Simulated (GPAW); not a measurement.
Fe:

```xyz
1
Lattice="0.0000 1.9417 1.9651 1.4984 0.0000 1.9651 1.4984 1.9417 0.0000" Properties=species:S:1:pos:R:3 pbc="T T T"
Fe    0.0000    0.0000    0.0000
```

Base run:

```yaml
Program: GPAW 26.7.0
Functional: PBEsol
Potentials_or_basis: PAW data sets generated in the run's folder for this functional
Cutoff: 600 eV
Basis: pw
k_mesh: 11 × 11 × 11
Occupations: fermi-dirac, width 0.05 eV
Spin: collinear spin, ferromagnetic start
Starting_moments: "[3.0] μB"
Hubbard_terms: Fe d U = 3 eV
```

Its results: pressure 14.5 GPa; net moment 2.82 μB per cell; site moments Fe +2.95 μB.

Question: The run is repeated on the same cell with these changes: hubbard terms from Fe d U = 3 eV to Fe d U = 1 eV. What comes out?

Answer: Pressure 3.7 GPa; net moment 2.61 μB per cell; site moments Fe +2.65 μB.

Caveats: the U is typed as a test and isn't derived for this compound.
